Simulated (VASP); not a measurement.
# CdTe (F-43m) in VASP: a series of runs

One crystal, CdTe, is run at these levels: HSE06, PBE0, LDA; tasks: band structure, elastic constants.

Everything below comes from runs of VASP 6.6.1. Logs are shortened: lines on timing, memory, paths and dates and some standing lists are left out, and cuts for length are marked.

**Measured values to compare with.**

A printed reference work, data compilation reports, for a bulk crystal of CdTe at 0 K: band gap 1.607 eV.

The runs below are set against these values where they give the same quantity.

### Step 1. Starting point

Symmetry: F-43m, No. 216, cubic system. Conventional cell: a = 6.496 Å, b = 6.496 Å, c = 6.496 Å, α = 90.00°, β = 90.00°, γ = 90.00°. Around Cd (site symmetry -43m) lie 4 Te at 2.81 Å. Te (site symmetry -43m) has 4 Cd at 2.81 Å as nearest neighbours.

### Step 2. Band structure, HSE06

The input, POSCAR:

```
CdTe                                    
1.0
    0.0000000000      3.2477981880      3.2477981880
    3.2477981880      0.0000000000      3.2477981880
    3.2477981880      3.2477981880      0.0000000000
  Cd              Te            
     1     1
Direct
     0.0000000000000000    0.0000000000000000    0.0000000000000000
     0.2500000000000000    0.2500000000000000    0.2500000000000000
```

The input, INCAR.step1:

```
SYSTEM = CdTe
PREC = Accurate ; ENCUT = 520
EDIFF = 1E-5 ; ISMEAR = 0
SIGMA = 0.03 ; LREAL = .False.
LASPH = .True. ; NELM = 80
ALGO = Normal ; ISIF = 2
LWAVE = .True. ; LCHARG = .False.
NBANDS = 16 ; KPAR = 8
GGA = PE
```

The input, INCAR.step2:

```
SYSTEM = CdTe
PREC = Accurate ; ENCUT = 520
EDIFF = 1E-7 ; ISMEAR = 0
SIGMA = 0.03 ; LREAL = .False.
LASPH = .True. ; NELM = 80
ALGO = Normal ; ISIF = 2
LWAVE = .False. ; LCHARG = .False.
GGA = PE ; LHFCALC = .True.
HFSCREEN = 0.2 ; PRECFOCK = Fast
NBANDS = 16 ; KPAR = 8
ISTART = 1
```

The input, KPOINTS:

```
Automatic mesh
0
Gamma
  6 6 6
  0 0 0
```

The input, KPOINTS_OPT:

```
explicit points
6
Reciprocal
 0.0000000000  0.0000000000  0.0000000000 1
 0.3750000000  0.3750000000  0.7500000000 1
 0.5000000000  0.5000000000  0.5000000000 1
 0.6250000000  0.2500000000  0.6250000000 1
 0.5000000000  0.2500000000  0.7500000000 1
 0.5000000000  0.0000000000  0.5000000000 1
```

Potentials or basis: VASP PAW PBE potentials, release 64 (Cd, Te).

Launch:

```console
cat potpaw_PBE.64/Cd/POTCAR potpaw_PBE.64/Te/POTCAR > POTCAR
cp INCAR.step1 INCAR
mpirun -np 8 vasp_std > vasp.out
cp INCAR.step2 INCAR
mpirun -np 8 vasp_std > vasp.out
```

OUTCAR:

```text
SYSTEM = CdTe
   PREC = Accurate
   ENCUT = 520
   EDIFF = 1E-7
   ISMEAR = 0
   LREAL = .False.
   LASPH = .True.
   NELM = 80
   ISIF = 2
   GGA = PE
   LHFCALC = .True.
   HFSCREEN = 0.2
   PRECFOCK = Fast
   ISTART = 1

 ion  position               nearest neighbor table
   1  0.000  0.000  0.000-   2 2.81   2 2.81   2 2.81   2 2.81
   2  0.250  0.250  0.250-   1 2.81   1 2.81   1 2.81   1 2.81

  LATTYP: Found a face centered cubic cell.
 ALAT       =     6.4955963760

  Lattice vectors:

 A1 = (   0.0000000000,   3.2477981880,   3.2477981880)
 A2 = (   3.2477981880,   0.0000000000,   3.2477981880)
 A3 = (   3.2477981880,   3.2477981880,   0.0000000000)

Analysis of symmetry for initial positions (statically):
=====================================================================
 Subroutine PRICEL returns:
 Original cell was already a primitive cell.

 Routine SETGRP: Setting up the symmetry group for a
 face centered cubic supercell.

 Subroutine GETGRP returns: Found 24 space group operations
 (whereof 24 operations were pure point group operations)
 out of a pool of 48 trial point group operations.

The static configuration has the point symmetry T_d .

Analysis of symmetry for dynamics (positions and initial velocities):
=====================================================================
 Subroutine PRICEL returns:
 Original cell was already a primitive cell.

 Routine SETGRP: Setting up the symmetry group for a
 face centered cubic supercell.

 Subroutine GETGRP returns: Found 24 space group operations
 (whereof 24 operations were pure point group operations)
 out of a pool of 48 trial point group operations.

The dynamic configuration has the point symmetry T_d .

 Subroutine INISYM returns: Found 24 space group operations
 (whereof 24 operations are pure point group operations),
 and found     1 'primitive' translations

----------------------------------------------------------------------------------------

                                     Primitive cell

  volume of cell :      68.5168

  direct lattice vectors                    reciprocal lattice vectors
     0.000000000  3.247798188  3.247798188    -0.153950452  0.153950452  0.153950452
     3.247798188  0.000000000  3.247798188     0.153950452 -0.153950452  0.153950452
     3.247798188  3.247798188  0.000000000     0.153950452  0.153950452 -0.153950452

  length of vectors
     4.593080245  4.593080245  4.593080245     0.266650005  0.266650005  0.266650005

  position of ions in fractional coordinates (direct lattice)
     0.000000000  0.000000000  0.000000000
     0.250000000  0.250000000  0.250000000

  ion indices of the primitive-cell ions
   primitive index   ion index
                 1           1
                 2           2

----------------------------------------------------------------------------------------

 KPOINTS: Automatic mesh

Automatic generation of k-mesh.
 Grid dimensions read from file:
 generate k-points for:    6    6    6

 Generating k-lattice:

  Cartesian coordinates                     Fractional coordinates (reciprocal lattice)
    -0.025658409  0.025658409  0.025658409     0.166666667  0.000000000  0.000000000
     0.025658409 -0.025658409  0.025658409     0.000000000  0.166666667  0.000000000
     0.025658409  0.025658409 -0.025658409     0.000000000  0.000000000  0.166666667

  Length of vectors
     0.044441668  0.044441668  0.044441668

  Shift w.r.t. Gamma in fractional coordinates (k-lattice)
     0.000000000  0.000000000  0.000000000

 Subroutine IBZKPT returns following result:
 ===========================================

 Found     16 irreducible k-points:

 Following reciprocal coordinates:
            Coordinates               Weight
  0.000000  0.000000  0.000000      1.000000
  0.166667  0.000000  0.000000      8.000000
  0.333333  0.000000  0.000000      8.000000
  0.500000  0.000000  0.000000      4.000000
  0.166667  0.166667  0.000000      6.000000
  0.333333  0.166667  0.000000     24.000000
[... 8 lines left out ...]
 -0.333333  0.333333  0.166667     24.000000
 -0.333333  0.500000  0.166667     12.000000
   k-points           NKPTS =     16   k-points in BZ     NKDIM =    216   number of bands    NBANDS=     16
   number of dos      NEDOS =    301   number of ions     NIONS =      2
   total plane-waves  NPLWV =  46656
   dimension x,y,z NGX =    36 NGY =   36 NGZ =   36
   dimension x,y,z NGXF=    72 NGYF=   72 NGZF=   72
   ions per type =               1   1
   NGX,Y,Z   is equivalent  to a cutoff of  13.03, 13.03, 13.03 a.u.
   NGXF,Y,Z  is equivalent  to a cutoff of  26.06, 26.06, 26.06 a.u.
 SYSTEM =  CdTe
   PREC   = accura    normal or accurate (medium, high low for compatibility)
   ISTART =      1    job   : 0-new  1-cont  2-samecut
   ICHARG =      0    charge: 1-file 2-atom 10-const
   ISPIN  =      1    spin polarized calculation?
   LNONCOLLINEAR =      F non collinear calculations
   LSORBIT =      F    spin-orbit coupling
   LASPH  =      T    aspherical Exc in radial PAW
   ENCUT  =  520.0 eV  38.22 Ry    6.18 a.u.   8.54  8.54  8.54*2*pi/ulx,y,z
   NELM   =     80;   NELMIN=  2; NELMDL=  0     # of ELM steps
   EDIFF  = 0.1E-06   stopping-criterion for ELM
   LREAL  =      F    real-space projection
   EDIFFG = 0.1E-05   stopping-criterion for IOM
   NSW    =      0    number of steps for IOM
   IBRION =     -1    ionic relax: 0-MD 1-quasi-New 2-CG
   NFREE  =      0    steps in history (QN), initial steepest desc. (CG)
   ISIF   =      2    stress and relaxation
   ISYM   =      3    0-nonsym 1-usesym 2-fastsym
   POTIM  = 0.5000    time-step for ionic-motion
   TEBEG  =    0.0;   TEEND  =   0.0 temperature during run
   PSTRESS=    0.0 pullay stress
   NELECT =      18.0000    total number of electrons
   NUPDOWN=      -1.0000    fix difference up-down
   EMIN   =  10.00;   EMAX   =-10.00  energy-range for DOS
   EFERMI =   0.00;   METHOD = LEGACY
   ISMEAR =     0;   SIGMA  =   0.03  broadening in eV -4-tet -1-fermi 0-gaus
   EFERMI_NEDOS =   21; number of points for ismear=-14 and -15
   IALGO  =     38    algorithm
   IMIX   =      1    mixing-type and parameters
     AMIX     =   0.40;   BMIX     =  1.00
     AMIX_MAG =   1.60;   BMIX_MAG =  1.00
  volume/ion in A,a.u.               =      34.26       231.19
  Fermi-wavevector in a.u.,A,eV,Ry     =   1.048496  1.981369 14.957471  1.099343
  Thomas-Fermi vector in A             =   2.183420
   LORBIT       =      0    0 simple, 1 ext, 2 COOP (PROOUT), +10 PAW based schemes
   GGA     = PE    functional components
   LHFCALC =     T    Hartree Fock is set to
   PRECFOCK=fast      Normal, Fast or Accurate (Low or Medium for compatibility)
   ENCUT4O =  -1.0   cutoff for four orbital integrals eV
   NKREDX  =     1    reduce k-point grid by
   NKREDY  =     1    reduce k-point grid by
   NKREDZ  =     1    reduce k-point grid by
   AEXX    =    0.2500 exact exchange contribution
   HFSCREEN=    0.2000 screening length (either q_TF or 0.3 A-1)
   HFSCREENC=   0.2000 screening length for correlation (either q_TF or 0.3 A-1)
   ENCUTFOCK=  -1.0 apply spherical cutoff to Coloumb kernel
   IVDW    =     0    specifies the selected vdW correction
   LEPSILON=     F    determine dielectric tensor
   LRPA    =     F    only Hartree local field effects (RPA)
 non-spin polarized calculation
 Gauss-broadening in eV      SIGMA  =   0.03
  energy-cutoff  :      520.00
  volume of cell :       68.52
 maximum number of plane-waves:      1868
 NGX is ok and might be reduce to    36
  NGX = 20; NGY = 20; NGZ = 20

 number of electron      17.9999998 magnetization

 Free energy of the ion-electron system (eV)
  ---------------------------------------------------
  ext. energy  EPLUGINS =         0.00000000
  ---------------------------------------------------
  free energy    TOTEN  =        -6.04756938 eV

  energy without entropy =       -6.04756938  energy(sigma->0) =       -6.04756938

 E-fermi :   1.9198     XC(G=0):  -7.1316

 val. band max:        1.7692421794   @ k =   0.0000   0.0000   0.0000
 cond. band min:       3.3084623925   @ k =   0.0000   0.0000   0.0000
 fundamental gap:      1.5392202131
 Fermi energy:         1.9197856505

 k-point     1 :       0.0000    0.0000    0.0000
  band No.  band energies     occupation
      1     -10.3423      2.00000
      2      -7.8017      2.00000
      3      -7.8017      2.00000
      4      -7.8017      2.00000
      5      -7.5423      2.00000
      6      -7.5423      2.00000
[... 8 lines left out ...]
     15      12.1165      0.00000
     16      12.1165      0.00000

 k-point     2 :       0.1667    0.0000    0.0000
  band No.  band energies     occupation
      1     -10.2409      2.00000
      2      -7.7837      2.00000
      3      -7.7837      2.00000
      4      -7.7008      2.00000
      5      -7.5435      2.00000
      6      -7.5435      2.00000
[... 8 lines left out ...]
     15      11.1827      0.00000
     16      11.2509      0.00000

 k-point     3 :       0.3333    0.0000    0.0000
  band No.  band energies     occupation
      1     -10.0475      2.00000
      2      -7.7523      2.00000
      3      -7.7523      2.00000
      4      -7.5403      2.00000
      5      -7.5403      2.00000
      6      -7.3756      2.00000
[... 8 lines left out ...]
     15      11.6420      0.00000
     16      11.6420      0.00000

 k-point     4 :       0.5000    0.0000    0.0000
  band No.  band energies     occupation
      1      -9.9587      2.00000
      2      -7.7397      2.00000
      3      -7.7397      2.00000
      4      -7.5351      2.00000
      5      -7.5351      2.00000
      6      -7.1028      2.00000
[... 8 lines left out ...]
     15      13.1891      0.00000
     16      13.1891      0.00000
[... 172 lines left out ...]
 k-point    14 :       0.5000    0.3333    0.1667
  band No.  band energies     occupation
      1      -9.9314      2.00000
      2      -7.7094      2.00000
      3      -7.7005      2.00000
      4      -7.5797      2.00000
      5      -7.5309      2.00000
      6      -7.1274      2.00000
[... 8 lines left out ...]
     15      13.1473      0.00000
     16      14.3551      0.00000

 k-point    15 :      -0.3333    0.3333    0.1667
  band No.  band energies     occupation
      1      -9.8779      2.00000
      2      -7.7008      2.00000
      3      -7.6869      2.00000
      4      -7.5662      2.00000
      5      -7.5396      2.00000
      6      -6.9207      2.00000
[... 8 lines left out ...]
     15      13.3336      0.00000
     16      14.1000      0.00000

 k-point    16 :      -0.3333    0.5000    0.1667
  band No.  band energies     occupation
      1      -9.8516      2.00000
      2      -7.6753      2.00000
      3      -7.6703      2.00000
      4      -7.5886      2.00000
      5      -7.5305      2.00000
      6      -6.8614      2.00000
[... 8 lines left out ...]
     15      13.9932      0.00000
     16      14.2322      0.00000

------------------------ aborting loop because EDIFF is reached ----------------------------------------

  FORCE on cell =-STRESS in cart. coord.  units (eV):
  Direction    XX          YY          ZZ          XY          YZ          ZX
  --------------------------------------------------------------------------------------
  -------------------------------------------------------------------------------------
  Total        0.5663678      0.5663678      0.5663678      0.0000000      0.0000000      0.0000000
  in kB       13.2437832     13.2437832     13.2437832      0.0000000      0.0000000      0.0000000
  external PRESSURE =      13.2437832 kB  Pullay stress =       0.0000000 kB

 VOLUME and BASIS-vectors are now :
 -----------------------------------------------------------------------------
  energy-cutoff  :      520.00
  volume of cell :       68.52
      direct lattice vectors                 reciprocal lattice vectors
     0.000000000  3.247798188  3.247798188    -0.153950452  0.153950452  0.153950452
     3.247798188  0.000000000  3.247798188     0.153950452 -0.153950452  0.153950452
     3.247798188  3.247798188  0.000000000     0.153950452  0.153950452 -0.153950452

 POSITION                                       TOTAL-FORCE (eV/Angst)
 -----------------------------------------------------------------------------------
      0.00000      0.00000      0.00000         0.000000      0.000000      0.000000
      1.62390      1.62390      1.62390        -0.000000     -0.000000     -0.000000
 -----------------------------------------------------------------------------------
    total drift:                               -0.000001     -0.000001     -0.000001

  FREE ENERGIE OF THE ION-ELECTRON SYSTEM (eV)
  ---------------------------------------------------
  free  energy   TOTEN  =        -6.0475693759 eV

  energy  without entropy=       -6.0475693759  energy(sigma->0) =       -6.04756938
```

It took 7 min on 8 MPI ranks of Intel Xeon 6975P-C (Granite Rapids), shared host; peak memory 0.39 GiB.

Results:

```yaml
Free_energy: -6.0476 eV
Pressure: 1.3 GPa
Band_gap_on_the_k_mesh: 1.54 eV, direct
Band_gap_along_the_path: 1.54 eV, direct
```

Caveat: the PAW data sets were made with another functional, which shifts forces and pressure a little; spin-orbit coupling is left out, which moves the levels of the heavy elements.

### Step 3. Band structure, PBE0

POSCAR is that of step 2.

INCAR.step1 is that of step 2.

INCAR.step2: that of step 2 with these lines changed.

```diff
@@ -8,4 +8,4 @@
 GGA = PE ; LHFCALC = .True.
-HFSCREEN = 0.2 ; PRECFOCK = Fast
-NBANDS = 16 ; KPAR = 8
-ISTART = 1
+AEXX = 0.25 ; PRECFOCK = Fast
+HFRCUT = -1 ; NBANDS = 16
+KPAR = 8 ; ISTART = 1
```

KPOINTS is that of step 2.

KPOINTS_OPT is that of step 2.

Potentials or basis: VASP PAW PBE potentials, release 64 (Cd, Te).

Launch:

```console
cat potpaw_PBE.64/Cd/POTCAR potpaw_PBE.64/Te/POTCAR > POTCAR
cp INCAR.step1 INCAR
mpirun -np 8 vasp_std > vasp.out
cp INCAR.step2 INCAR
mpirun -np 8 vasp_std > vasp.out
```

Run time: 6.4 min. Hardware: 8 MPI ranks of Intel Xeon 6975P-C (Granite Rapids), shared host; peak memory 0.3 GiB.

Results (log left out):

- Free energy: -6.5621 eV
- Pressure: 1.2 GPa
- Band gap on the k mesh: 2.12 eV, direct
- Band gap along the path: 2.12 eV, direct

Levels at points of the mesh, in eV from the valence-band top:
```
           k point  band 5  band 6  band 7  band 8  band 9  band 10  band 11  band 12  band 13  band 14
(0.00, 0.00, 0.00)   -9.39   -9.39    0.00    0.00    0.00     2.12     6.14     6.14     6.14     9.16
(0.50, 0.00, 0.00)   -9.39   -8.95   -4.80   -0.84   -0.84     3.24     6.73     6.73     8.64    10.41
(0.50, 0.50, 0.00)   -9.37   -8.77   -4.67   -2.03   -2.03     3.92     4.12    10.63    11.05    11.05
```

Caveat: the PAW data sets were made with another functional, which shifts forces and pressure a little; spin-orbit coupling is left out, which moves the levels of the heavy elements.

### Step 4. Elastic constants, LDA

This run uses another cell than the first one, of 33.07 Å³/atom, 0.965 times its volume.

The input, POSCAR:

```
CdTe
1.0
   -0.0000000000      3.2097955496      3.2097955496
    3.2097955496      0.0000000000      3.2097955496
    3.2097955496      3.2097955496      0.0000000000
  Cd              Te
     1     1
Direct
     0.0000000000000000    0.0000000000000000    0.0000000000000000
     0.2500000000000000    0.2500000000000000    0.2500000000000000
```

The input, INCAR.step1:

```
ALGO = Normal
EDIFF = 1E-8
EDIFFG = -0.002
ENCUT = 600
IBRION = 2
ISIF = 3
ISMEAR = 0
LASPH = True
LCHARG = False
LREAL = False
LWAVE = False
NELM = 80
NSW = 40
PREC = Accurate
SIGMA = 0.03
```

The input, INCAR.step2:

```
ALGO = Normal
EDIFF = 1E-8
ENCUT = 600
IBRION = 6
ISIF = 3
ISMEAR = 0
LASPH = True
LCHARG = False
LEPSILON = True
LREAL = False
LWAVE = False
NELM = 80
NFREE = 2
NSW = 1
POTIM = 0.015
PREC = Accurate
SIGMA = 0.03
```

The input, KPOINTS:

```
k-points
0
Monkhorst-Pack
  12 12 12
```

Potentials or basis: VASP PAW LDA potentials, release 64 (Cd, Te).

Launch:

```console
cat potpaw_LDA.64/Cd/POTCAR potpaw_LDA.64/Te/POTCAR > POTCAR
cp INCAR.step1 INCAR
mpirun -np 1 vasp_std > vasp.out
cp CONTCAR POSCAR
cp INCAR.step2 INCAR
mpirun -np 1 vasp_std > vasp.out
```

Wall time 2.1 h (1 thread of AMD EPYC 9R14 (Zen 4), shared host); peak memory 2.1 GiB.

Results (log left out):

- Electronic dielectric tensor (diagonal): 9.11
- Born charges (mean of the diagonal): Cd +2.12; Te -2.12 e
- Elastic constants C11, C12, C44: 58, 40, 21 GPa
- Voigt bulk modulus: 46 GPa
- Highest phonon frequency at Γ, LO-TO splitting left out: 149 cm⁻¹

Phonon frequencies in cm⁻¹ (negative: imaginary):
| q point | frequencies |
| --- | --- |
| (0.000, 0.000, 0.000) | 0 0 0 149 149 149 |

Elastic tensor in Voigt notation (GPa, in the Cartesian axes of the cell as first typed):
```
58 40 40  0  0  0
40 58 40  0  0  0
40 40 58  0  0  0
 0  0  0 21  0  0
 0  0  0  0 21  0
 0  0  0  0  0 21
```

Electronic dielectric tensor:
```
9.11 0.00 0.00
0.00 9.11 0.00
0.00 0.00 9.11
```

Born effective charge tensors (e):
atom 1, Cd
```
2.12 0.00 0.00
0.00 2.12 0.00
0.00 0.00 2.12
```
atom 2, Te
```
-2.12  0.00  0.00
 0.00 -2.12  0.00
 0.00  0.00 -2.12
```

Clamped-ion elastic tensor (GPa):
```
58 40 40  0  0  0
40 58 40  0  0  0
40 40 58  0  0  0
 0  0  0 42  0  0
 0  0  0  0 42  0
 0  0  0  0  0 42
```

Spin-orbit coupling is left out, which matters for the levels of Te.

### Step 5. The runs side by side

```tsv
task	level	potentials or basis	cell	k mesh	cutoff (eV)	grid for exact exchange (PRECFOCK)	screening parameter	exchange at q = 0	monkhorst-Pack mesh	ions in elastic constants	gap on the mesh (eV)	pressure (GPa)
band structure	HSE06	VASP PAW PBE potentials, release 64 (Cd, Te)	F-43m, 34.26 Å³/atom	6 × 6 × 6	520	Fast	0.2 1/A	-	-	-	1.54	1.3
band structure	PBE0	VASP PAW PBE potentials, release 64 (Cd, Te)	F-43m, 34.26 Å³/atom	6 × 6 × 6	520	Fast	-	truncated	-	-	2.12	1.2
elastic constants	LDA	VASP PAW LDA potentials, release 64 (Cd, Te)	F-43m, 33.07 Å³/atom	12 × 12 × 12	600	-	-	-	yes	relaxed	-	-
```

Alike in all rows: no spin polarisation; smearing gaussian 0.03 eV.

Caveats: the PAW data sets were made with another functional, which shifts forces and pressure a little (some runs); spin-orbit coupling is left out, which moves the levels of the heavy elements (some runs).

Absolute energies hang on the potentials; compare differences alone.

### Step 6. Against experiment

Step 2. Measured gap of CdTe: 1.607 eV (0 K; a printed reference work, data compilation). This calculation gives 1.54 eV (-0.07 eV). Spin-orbit coupling on Cd, Te is left out. The value is that of HSE06, without temperature or zero-point motion.

Step 3. Measured gap of CdTe: 1.607 eV (0 K; a printed reference work, data compilation). This calculation gives 2.12 eV (+0.51 eV). Spin-orbit coupling on Cd, Te is left out. The value is that of PBE0, without temperature or zero-point motion.
